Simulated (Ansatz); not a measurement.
# Cd: single point from a Python script

What energy and properties does Cd have at the given structure? Aim: a single point, for Cd, run from a script.

All numbers are computed with Ansatz 0.2.0, driven from Python. Level of theory: DFT PBE, plane waves, PAW.

## Step 1: The structure

Symmetry: P-1, No. 2, triclinic system. Conventional cell: a = 3.090 Å, b = 3.144 Å, c = 3.179 Å, α = 60.78°, β = 89.39°, γ = 61.19°. Cd (site symmetry -1) is surrounded by 12 Cd at 3.09 to 3.26 Å.

No structure file is read: the coordinates are typed or built in the script.

## Step 2: The script

Input file scf_cd.py:

```python
'''Self-consistent field of Cd at the given structure, distorted.'''

from pathlib import Path

import ansatz
import numpy as np

lattice = ansatz.Lattice.of(
    (0.07237, 2.30859, 2.21343),
    (2.25934, 0.04975, 2.23606),
    (2.26909, 2.34097, 0.03999),
)
sites = [
    ('Cd', (0.0, 0.0, 0.0)),
]
system = ansatz.Crystal(lattice=lattice)
for symbol, position in sites:
    system = system.atom(symbol, position)

# the calculation
calculation = (
    system.calculation()
    .occupations('Fermi-Dirac')
    .pseudopotentials('paw')
    .kpoints(mesh=(7, 7, 7))
    .functional(ansatz.Functional.PBE)
    .density()
    .potential()
    .electron_localization_function()
    .output_files(volumetric_format='npy')
    .forces()
    .electric_field_gradient()
    .band_table()
)
session = calculation.session()
planned = session.plan(threads=1)
result = planned.execute()
r = result.report

print('%-22s %14.5f eV' % ('F = E - TS', r['free_energy_ev']))
print('%-22s %14.5f eV' % ('E', r['internal_energy_ev']))
print('%-22s %14.5f eV' % ('Harris-Foulkes', r['harris_foulkes_ev']))
print('%-22s %14.5f eV' % ('Fermi level', r['fermi_energy_ev']))

folder = Path(result.write_results('fields'))
print('densities in e/A^3, potentials in eV, ELF without unit')
for name in sorted(p.name for p in folder.glob('*.npy')):
    field = np.load(folder / name)
    print(f'{name:16s} {str(field.shape):16s} min {field.min():10.4f}  mean {field.mean():10.4f}  max {field.max():10.4f}')

# forces, one row an atom
forces = np.array(r['forces_ev_ang'])
norms = np.linalg.norm(forces, axis=1)
print('largest force {:.4f} eV/A on atom {}'.format(norms.max(), norms.argmax()))
print(np.array2string(forces, precision=4, suppress_small=True))

for row in r['efg']:
    print({k: round(v, 4) if isinstance(v, float) else v for k, v in row.items() if not isinstance(v, (list, dict))})

edges = r.get('band_edges_ev')
if edges:
    print(f'band edges on the mesh: {edges[0]:.3f} and {edges[1]:.3f} eV, gap {edges[1] - edges[0]:.3f} eV')
else:
    print('no band edges reported (a metal, or a gap too narrow for this smearing); Fermi level', round(r['fermi_energy_ev'], 3), 'eV')
```

## Step 3: Launch

On the command line:

```
> python scf_cd.py
```

The log of the run:

```text
DeckWarning: basis.ecutwfc = 420 eV, auto-derived from the records' recommended cutoffs: set by Cd (normal level)
DeckWarning: Cd: output.efg is read without spin–orbit coupling, which moves field gradients at and beside such atoms by some per cent and up to a factor of two; PAW files take it under magnetization.noncollinear and magnetization.spin_orbit
F = E - TS                -8254.47220 eV
E                         -8254.46423 eV
Harris-Foulkes            -8254.47220 eV
Fermi level                  13.83397 eV
densities in e/A^3, potentials in eV, ELF without unit
elf.npy          (24, 24, 24)     min     0.1172  mean     0.2410  max     0.9225
rho.npy          (24, 24, 24)     min     0.0612  mean     0.8856  max    26.5766
v_es.npy         (24, 24, 24)     min   -25.1490  mean     9.4423  max    16.8021
v_tot.npy        (24, 24, 24)     min   -58.7191  mean    -1.1741  max    10.0374
largest force 0.0000 eV/A on atom 0
[[0. 0. 0.]]
{'site': 1, 'element': 'Cd', 'v_zz_1e21_v_m2': -2.1099, 'eta': 0.9932, 'by_run_symmetry': 'allowed', 'electrostatic_potential_v': -7709.5924}
no band edges reported (a metal, or a gap too narrow for this smearing); Fermi level 13.834 eV
```

(Warnings from the package without file and line.)

Run time: 3.8 s. Hardware: 1 thread of Arm Neoverse V2, shared host; peak memory 0.42 GiB.

Lines on the test bed's own set-up are left out of the output.

## Step 4: What the engine kept of the run

The report of the run holds:

| item | value |
| --- | --- |
| SCF cycles in all | 6 |
| k-points solved | 172 |
| plane waves | 443 |
| bands | 14 |
| valence electrons | 20 |
| free energy (eV) | -8254.47220 |
| Fermi level (eV) | 13.834 |
| lowest empty less highest filled level on the mesh, by band count (eV) | -2.135 |

## Step 5: Density on the grid

Density in a lattice plane of the grid's cell (edges 3.20 and 3.26 Å, at 0.000 of the third edge), which holds Cd.

Ten even steps from ' ' (0.11 e/Å³) to '@' (26.58 e/Å³):
```
%%%%##**==::..                          ..--++##
******++==::..                          ....--==
--======--::..                              ..::
..::::::::....                                ..
    ........                                    
                                                
                                                
                                                
                                                
                                                
                                                
                                                
                                                
                                                
                                      ........  
....                                ....::::::::
--::..                              ..::--======
**==--....                          ..::==++****
%%##++--..                          ..::==**##%%
@@%%##++--..                          ..--++##%%
```
Columns run along the first of these edges and rows up along the second, over one cell in 24 and 20 even steps from the bottom left corner. Atoms in the plane (fractional): Cd at (0.00, 0.00).

ELF in the same plane.

Ten even steps from ' ' (0.18) to '@' (0.92):
```
@@@@%%##++==--::..                  ..::==++**%%
##%%####++==--::..                    ..::==++**
++******++==--::..                      ..::--==
--==========--::..                        ..::--
::----------::::..                          ....
....::::::::....                                
      ........                                  
                                                
                                                
                                                
                                                
                                                
                                    ........    
..                                ....::::::::..
::....                          ..::::----------
----::..                        ..::--==========
++==--::..                      ..::--==++******
##**++==::..                    ..::--==++####%%
@@%%**++==::..                  ..::--==++##%%@@
@@@@%%**++--::..                  ..::--++**%%@@
```
Columns run along the first of these edges and rows up along the second, over one cell in 24 and 20 even steps from the bottom left corner. Atoms in the plane (fractional): Cd at (0.00, 0.00).

Both are smooth fields of the valence electrons: close to the nuclei they are not physical.

## Step 6: The same input on the command line

The engine's input of that run, saved to a file, gives the whole log.

Input file input.yaml:

```yaml
crystal:
  lattice:
    - [0.07237, 2.30859, 2.21343]
    - [2.25934, 0.04975, 2.23606]
    - [2.26909, 2.34097, 0.03999]
  atoms:
    - { symbol: Cd, position: [0.0, 0.0, 0.0] }
kpoints:
  mp_grid: { grid: [7, 7, 7] }
hamiltonian:
  xc: pbe
  pseudopotentials: { kind: paw }
scf:
  occupations: { method: fermi_dirac }
output:
  write_density: true
  write_potential: true
  volumetric_format: npy
  elf: true
  efg: {}
  forces: true
  eigenvalues: true
```

On the command line:

```
> ansatz run input.yaml --threads 1 --pin off --max-ram 3072MiB --backend cpu --events-out ev --progress --plain --runs-dir out
```

The log of the run, shortened:

```text
Warning: RAYON_NUM_THREADS=1 ignored (pool sized by the plan → 1); use --threads N
Cd: output.efg is read without spin–orbit coupling, which moves field gradients at and beside such atoms by some per cent and up to a factor of two; PAW files take it under magnetization.noncollinear and magnetization.spin_orbit
[...]
Pseudopotentials: kind: paw
Pseudopotential: Cd, paw, valence charge 20, recommended cutoff 420 eV (normal), Cd.paw.azcp
Functional definition: PBE
[...]
Crystal: 1 atoms, lattice volume = 22.583 Å³
Basis set: ecut = 420 eV, 443 PW (Γ), exchange–correlation on 48×48×48 points (8 copies of the dense FFT grid, shifted against one another)
Bands: 14, of which v1, the nominal top of the filled ones, is band 10 counted from 1 (9 counted from 0)
Symmetry: 2 space group operations
Space group: P-1 (ITA 2), of the structure as read, at distance tolerance 2.8e-5 Å
k-points: 172 of 343
[...]
SCF iter   1: F=—  HF=-8254.472026 eV  |F-HF|=—  |Δ(HF+E_count)|=         —  Δρ=6.52e-4  dr2=5.35e-5  ethr=1.77e-3  ⟨swp⟩=5.1  Hψ=12224  notcnv=0
[...]
SCF iter   6: F=-8254.472203 eV  HF=-8254.472203 eV  |F-HF|=3.64e-12  |Δ(HF+E_count)|=  4.06e-10  Δρ=2.16e-7  dr2=4.93e-12  ethr=3.01e-12  ⟨swp⟩=3.3  Hψ=10200  notcnv=0
[...]
SCF converged after 6 iterations
Free energy (F): -8254.472203 eV
[...]
E sigma→0 (E₀):  -8254.468214 eV
Entropy (-TS):   -0.007977 eV (-7.977 meV/atom)
Fermi energy:    13.833972 eV
[...]
--- Forces (eV/Å), atoms counted from 1 ---
  atom   1  Cd     0.00000000     0.00000000     0.00000000
[...]
--- PAW observables at the nuclei: V_zz in 10²¹ V/m², potentials from the cell's mean, atoms counted from 1 ---
  atom   1  Cd V_zz =    -2.109887   η = 0.9932   by run symmetry: allowed
            electrostatic potential = -7709.592358 V   contact ρ = none
--- Band table (eV; the first three rows and the last of 172) ---
  k-point 0: bands = ["-89.1113", "-50.1504", "-50.1469", "-50.1430", "4.6554", "4.7718", "4.8408", "5.1332", "5.2411", "5.2781", "26.6024", "27.6590", "28.3200", "28.9389"]
[...]
```

Wall time 3.9 s (1 thread of Arm Neoverse V2, shared host); peak memory 0.34 GiB.

Script and command line differ by 0.000 meV in the energy.

## Step 7: Outcome

| quantity | value |
| --- | --- |
| free energy | -8254.4722 eV |
| gap on the mesh | none |
| largest force | 0.000 eV/Å |

In words: Filled and empty levels meet on the mesh: no gap at this level. All forces vanish by symmetry. Caveats:
- The mesh is modest for a metal, so energies can be off by several to tens of meV an atom and pressures by half a GPa or more; differences at equal mesh fare better.
- Only differences from the Fermi energy are physical; the zero of the scale is a convention.
- Grid values close to the nuclei reflect the PAW or pseudopotential construction, not the all-electron fields.
- The cell is a database structure, distorted on purpose.
- Gaps and levels are Kohn-Sham values on a finite set of k-points, without spin-orbit coupling. The atoms and cell were moved off the listed structure at random before the run. Whether this is the phase that is stable at ambient conditions was not tested.
